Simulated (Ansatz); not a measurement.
**Metastable SCF solutions in VN**

VN is taken as a test cell of our own (not relaxed), 2 atoms in the cell.

```xyz
2
Lattice="0.0000 2.0650 2.0650 2.0650 0.0000 2.0650 2.0650 2.0650 0.0000" Properties=species:S:1:pos:R:3 pbc="T T T"
V     0.0000    0.0000    0.0000
N     2.0650    2.0650    2.0650
```

Atoms are numbered from 1 in the order listed.

All numbers below come from DFT, r2SCAN, JTH PAW, plane waves, scalar-relativistic (Ansatz).

```yaml
plane_wave_cutoff: 1410 eV
k_point_mesh: 4×4×4 (shift 0.5 0.5 0.5)
occupations: Fermi–Dirac smearing, 0.1 eV
valence_electrons: 18
```

Moments by site are taken inside atomic spheres; the rest lies between them.

With one magnetic atom in the cell its copies can only be parallel; orders in a larger cell may lie lower.

The mesh is coarse, so energy differences (and at times their sign) aren't converged.

Plain SCF: the run stops at the first self-consistent solution. The default search lets the program follow hints of a lower state (another filling of open shells, a soft direction), where it sees any. The standard and full searches may also try other magnetic orders and fillings, and need not reach the lowest state. With a search on, the program may also reshape the start on open shells. Ends within 0.2 meV/atom and 0.1 μB count as one state.

```csv
start,iterations,final moments of V1 (μB),total (μB),F − F(lowest) (meV/atom)
default search for lower states [V1 2.00 μB],28,0.21,0.24,0.0
full search for lower states [V1 2.00 μB],28,0.21,0.24,0.0
plain SCF [V1 2.00 μB],19,1.06,1.32,5.2
default search for lower states [spin off],8,0.00,0.00,1.5
standard search for lower states [V1 2.00 μB],28,0.21,0.24,0.0
```

The 5 converged runs end in 3 distinct states. The lowest is spin-polarised, site moments V1 0.21 μB, total 0.24 μB per cell; it was reached by 3 starts. Switching spin polarisation off costs 1.5 meV/atom. The same kind of order also converges up to 5.2 meV/atom too high (spin-polarised, site moments V1 1.06 μB, total 1.32 μB per cell), so convergence alone doesn't show that a state is the lowest. The search isn't exhaustive: larger magnetic cells and non-collinear orders weren't tried. States within about 5 meV/atom are too close for this mesh, smearing and search to settle their order.
